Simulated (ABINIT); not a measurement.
# Hf (P6_3/mmc) in ABINIT: further runs

Runs on Hf. Level: PBE. Tasks: relaxation of cell and atoms.

Everything below comes from runs of ABINIT 10.8.3 (patched build). Logs are shortened: lines on timing, memory, paths and dates and some standing lists are left out, and cuts for length are marked. The log counts tension as positive stress, the text compression.

## (1) The structure

Symmetry: P6_3/mmc, No. 194, hexagonal system. Conventional cell: a = 3.197 Å, b = 3.197 Å, c = 5.058 Å, α = 90.00°, β = 90.00°, γ = 120.00°. Hf (site symmetry -6m2) has 12 Hf at 3.13 to 3.20 Å as nearest neighbours.

## (2) Relaxation of cell and atoms, PBE

Input file run.abi:

```
# Pseudopotentials
pp_dirpath "./"
pseudos "Hf.GGA_PBE-JTH.xml"

# Structure
acell 3*1.0
rprim
     6.0408875026     0.0000000000     0.0000000000
    -3.0204437513     5.2315620387     0.0000000000
     0.0000000000     0.0000000000     9.5578567931
ntypat 1
znucl 72
natom 2
typat 1 1
xred
     0.6666666667     0.3333333333     0.7500000000
     0.3333333333     0.6666666667     0.2500000000
chkprim 0
chksymtnons 0
tolsym 1.0e-6

# Plane-wave basis
ecut 517.016339 eV
pawecutdg 38.0
pawxcdev 0

# k points
kptopt 1
ngkpt 10 10 5
nshiftk 1
shiftk 0.0 0.0 0.0

# Exchange and correlation
ixc 11

# Bands and occupations
nband 16
occopt 3
tsmear 0.05 eV

# SCF cycle
nstep 100
tolvrs 1.0e-9

# Output
iomode 3
prtwf 0
prtden 0
prteig 0
prtebands 0
enunit 2

# Relaxation
ionmov 2
ntime 60
tolmxf 0.0005
optcell 2
dilatmx 1.08
ecutsm 0.5
```

Potentials or basis: JTH PAW PBE v2.0.

Command:

```console
$ abinit run.abi > log 2>&1
```

run.abo:

```text
.Version 10.8.3 of ABINIT
 Symmetries : space group P6_3/m m c (#194); Bravais hP (primitive hexag.)
================================================================================
 Values of the parameters that define the memory need of the present run
     intxc =       0    ionmov =       2      iscf =      17    lmnmax =      18
     lnmax =       6     mgfft =      45  mpssoang =       3    mqgrid =    3001
     natom =       2  nloc_mem =       2    nspden =       1   nspinor =       1
    nsppol =       1      nsym =      24    n1xccc =       1    ntypat =       1
    occopt =       3   xclevel =       2
       mpw =        1525          nfft =       32805          nkpt =          42
 PAW method is used; the additional fine FFT grid is defined by:
   mgfftf=        60    nfftf =     96000
================================================================================
================================================================================

--------------------------------------------------------------------------------
------------- Echo of variables that govern the present computation ------------
--------------------------------------------------------------------------------
 -outvars: echo values of preprocessed input variables --------
            acell      1.0000000000E+00  1.0000000000E+00  1.0000000000E+00 Bohr
              amu      1.78490000E+02
          chkprim           0
      chksymtnons           0
          dilatmx      1.08000000E+00
             ecut      1.90000000E+01 Hartree
           ecutsm      5.00000000E-01 Hartree
           enunit           2
           ionmov           2
              ixc          11
         kptrlatt       10    0    0      0   10    0      0    0    5
          kptrlen      4.77892840E+01
            natom           2
            nband          16
            ngfft          27      27      45
          ngfftdg          40      40      60
             nkpt          42
            nstep         100
             nsym          24
            ntime          60
           ntypat           1
           occopt           3
          optcell           2
        pawecutdg      3.80000000E+01 Hartree
         pawxcdev           0
           prtden           0
        prtebands           0
           prteig           0
            prtwf           0
            rprim      6.0408875026E+00  0.0000000000E+00  0.0000000000E+00
                      -3.0204437513E+00  5.2315620387E+00  0.0000000000E+00
                       0.0000000000E+00  0.0000000000E+00  9.5578567931E+00
          spgroup         194
           tolmxf      5.00000000E-04
           tolsym      1.00000000E-06
           tolvrs      1.00000000E-09
           tsmear      1.83746611E-03 Hartree
            typat      1  1
           useylm           1
[... 557 lines left out ...]
    2      0.00000000000000     0.00000000000000    -0.00000000000000
 frms,max,avg= 2.0523843E-28 3.0785764E-28   0.000E+00  0.000E+00  0.000E+00 h/b

 cartesian forces (eV/Angstrom) at end:
    1     -0.00000000000000    -0.00000000000000    -0.00000000000000
    2      0.00000000000000     0.00000000000000    -0.00000000000000
 frms,max,avg= 1.0553784E-26 1.5830677E-26   0.000E+00  0.000E+00  0.000E+00 e/A
 length scales=  6.059681725808  6.059681725846  9.554562795916 bohr
              =  3.206645472447  3.206645472468  5.056056888310 angstroms
 Fermi (or HOMO) energy (hartree) =  -0.06010   Average Vxc (hartree)=  -0.41811
 Eigenvalues (hartree) for nkpt=  42  k points:
 kpt#   1, nband= 16, wtk=  0.00200, kpt=  0.0000  0.0000  0.0000 (reduced coord)
  -2.33631   -2.33374   -1.20111   -1.17419   -1.17419   -1.16958   -1.16949   -1.16949
  -0.33040   -0.19515   -0.03671   -0.01635   -0.01635   -0.00473    0.01400    0.01400
      occupation numbers for kpt#   1
   2.00000    2.00000    2.00000    2.00000    2.00000    2.00000    2.00000    2.00000
   2.00000    2.00000    0.00001    0.00000    0.00000    0.00000    0.00000    0.00000
 prteigrs : prtvol=0 or 1, do not print more k-points.

 Fermi (or HOMO) energy (eV) =  -1.63543   Average Vxc (eV)= -11.37746
 Eigenvalues (   eV  ) for nkpt=  42  k points:
 kpt#   1, nband= 16, wtk=  0.00200, kpt=  0.0000  0.0000  0.0000 (reduced coord)
 -63.57436  -63.50421  -32.68381  -31.95130  -31.95130  -31.82578  -31.82336  -31.82336
  -8.99066   -5.31037   -0.99904   -0.44484   -0.44484   -0.12868    0.38110    0.38110
 prteigrs : prtvol=0 or 1, do not print more k-points.

--- !EnergyTerms
iteration_state     : {dtset: 1, itime: 5, icycle: 1, }
comment             : Components of total free energy in Hartree
kinetic             :  1.06539261959373E+01
hartree             :  1.26011729555906E+01
xc                  : -1.80258533497633E+01
Ewald energy        : -7.79296099853432E+01
psp_core            :  1.46650090937673E+01
local_psp           : -2.09529489604288E+00
PAW spherical_terms : -3.99396098649065E+01
internal            : -1.00070259850761E+02
'-kT*entropy'       : -4.09862736057356E-04
total_energy        : -1.00070669713497E+02
total_energy_eV     : -2.72306164546795E+03
...

--- !EnergyTermsDC
iteration_state     : {dtset: 1, itime: 5, icycle: 1, }
comment             : '"Double-counting" decomposition of free energy'
band_energy         : -2.46449570799493E+01
Ewald energy        : -7.79296099853432E+01
psp_core            :  1.46650090937673E+01
xc_dc               : -2.28266414351502E+01
PAW spherical_terms :  1.06659379594887E+01
internal            : -1.00070261447187E+02
'-kT*entropy'       : -4.09862736057356E-04
total_energy_dc     : -1.00070671309923E+02
total_energy_dc_eV  : -2.72306168890892E+03
...

--- !EnergyTermsWithPAWCore
iteration_state     : {dtset: 1, itime: 5, icycle: 1, }
comment             : 'Components of total free energy, including PAW core contributions'
Total energy        : -3.01569720102325E+04
Total energy DC     : -3.01569720118289E+04
Total energy (eV)   : -8.20613013379675E+05
Total energy DC (eV): -8.20613013423116E+05
...

 Cartesian components of stress tensor (hartree/bohr^3)
  sigma(1 1)=  3.15977428E-07  sigma(3 2)=  0.00000000E+00
  sigma(2 2)=  3.15976607E-07  sigma(3 1)=  0.00000000E+00
  sigma(3 3)=  4.52709950E-07  sigma(2 1)=  0.00000000E+00

-Cartesian components of stress tensor (GPa)         [Pressure= -1.0637E-02 GPa]
- sigma(1 1)=  9.29637688E-03  sigma(3 2)=  0.00000000E+00
- sigma(2 2)=  9.29635274E-03  sigma(3 1)=  0.00000000E+00
- sigma(3 3)=  1.33191866E-02  sigma(2 1)=  0.00000000E+00

== END DATASET(S) ==============================================================
================================================================================

 -outvars: echo values of variables after computation  --------
            acell      6.0596817258E+00  6.0596817258E+00  9.5545627959E+00 Bohr
           etotal     -1.0007067131E+02
            fcart     -1.7774169305E-28 -3.0785764298E-28 -0.0000000000E+00
                       1.7774169305E-28  3.0785764298E-28 -0.0000000000E+00
            rprim      1.0000000000E+00  0.0000000000E+00  0.0000000000E+00
                      -5.0000000000E-01  8.6602540379E-01  0.0000000000E+00
                       0.0000000000E+00  0.0000000000E+00  1.0000000000E+00
           strten      3.1597742764E-07  3.1597660716E-07  4.5270994974E-07
                       0.0000000000E+00  0.0000000000E+00  0.0000000000E+00
           xangst      1.6033227362E+00  9.2567881336E-01  3.7920426662E+00
                      -2.0167879038E-16  1.8513576267E+00  1.2640142221E+00
             xred      6.6666666667E-01  3.3333333333E-01  7.5000000000E-01
                       3.3333333333E-01  6.6666666667E-01  2.5000000000E-01
 Calculation completed.
```

Wall time 92 s (1 thread of Arm Neoverse V2, shared host); peak memory 0.16 GiB.

Results:

| Property | Result |
| --- | --- |
| Free energy | -2723.0617 eV |
| Relaxed volume | 22.51 Å³/atom |
| Relaxed cell | a = 3.207 Å, b = 3.207 Å, c = 5.056 Å, α = 90.00°, β = 90.00°, γ = 120.00° |
| Space group after relaxing (to 0.05 Å) | P6_3/mmc (No. 194) |
| Energy gained by relaxing | 0.3 meV/atom |
| Ionic steps | 5 |
| Pressure after relaxing | 0.0 GPa |
| Band gap on the k mesh | none (metal or under the smearing width) |
| Valence electrons inside the program's atomic spheres | Hf 9.47 (radii [1.2759] Å) |

Step by step:
```tsv
step	energy change (eV)	largest force (eV/Å)	pressure (GPa)	volume (Å³)
1	0.0000	0.0000	0.61	44.76
2	-0.0003	0.0000	0.41	44.84
3	-0.0005	0.0000	-0.04	45.03
4	-0.0005	0.0000	-0.04	45.03
5	-0.0005	0.0000	-0.01	45.02
```

Final structure:
```cif
data_structure
_symmetry_space_group_name_H-M 'P 1'
_symmetry_Int_Tables_number 1
_cell_length_a 3.2066
_cell_length_b 3.2066
_cell_length_c 5.0561
_cell_angle_alpha 90.000
_cell_angle_beta 90.000
_cell_angle_gamma 120.000
_cell_volume 45.02
loop_
_atom_site_label
_atom_site_type_symbol
_atom_site_fract_x
_atom_site_fract_y
_atom_site_fract_z
_atom_site_occupancy
Hf1 Hf 0.66667 0.33333 0.75000 1
Hf2 Hf 0.33333 0.66667 0.25000 1
```

The run has no spin-orbit coupling, so splittings on Hf are missing. Zero-point motion and thermal expansion aren't in these numbers.

## (3) Relaxation of cell and atoms, PBE, target pressure 5 GPa, at which the enthalpy is minimised

run.abi: that of step 2 with these lines changed.

```diff
@@ -59 +59,2 @@
 ecutsm 0.5
+strtarget 3*-1.699465e-04 3*0.0
```

Potentials or basis: JTH PAW PBE v2.0.

Command:

```console
$ abinit run.abi > log 2>&1
```

Wall time 69 s (1 thread of Arm Neoverse V2, shared host); peak memory 0.16 GiB.

Results (log left out):

```yaml
Free_energy: -2723.0326 eV
Relaxed_volume: 21.54 Å³/atom
Relaxed_cell: a = 3.158 Å, b = 3.158 Å, c = 4.989 Å, α = 90.00°, β = 90.00°, γ = 120.00°
Space_group_after_relaxing_to_0.05_Å: P6_3/mmc (No. 194)
Energy_change_on_relaxing_the_enthalpy_is_what_falls: +14.3 meV/atom
Ionic_steps: 3
Pressure_after_relaxing: 5.1 GPa
Band_gap_on_the_k_mesh: none (metal or under the smearing width)
Valence_electrons_inside_the_program's_atomic_spheres: Hf 9.53 (radii [1.2759] Å)
```

Step by step:
| step | energy change (eV) | largest force (eV/Å) | pressure (GPa) | volume (Å³) |
| --- | --- | --- | --- | --- |
| 1 | 0.0000 | 0.0000 | 0.61 | 44.76 |
| 2 | 0.0049 | 0.0000 | 2.12 | 44.16 |
| 3 | 0.0286 | 0.0000 | 5.09 | 43.08 |

Final structure:
```yaml
crystal:
  lattice:
    - [3.15761, 0.00000, 0.00000]
    - [-1.57880, 2.73457, 0.00000]
    - [0.00000, 0.00000, 4.98932]
  atoms:
    - { symbol: Hf, position: [0.66667, 0.33333, 0.75000] }
    - { symbol: Hf, position: [0.33333, 0.66667, 0.25000] }
```

Levels at points of the mesh, in eV from the Fermi level:
```csv
k point,band 8,band 9,band 10,band 11,band 12,band 13,band 14,band 15,band 16
"(0.00, 0.00, 0.00)",-30.02,-7.49,-3.81,0.79,1.22,1.22,1.53,2.09,2.09
"(0.50, 0.00, 0.00)",-30.12,-3.40,-2.87,-2.33,-0.73,0.80,0.95,1.79,6.18
```
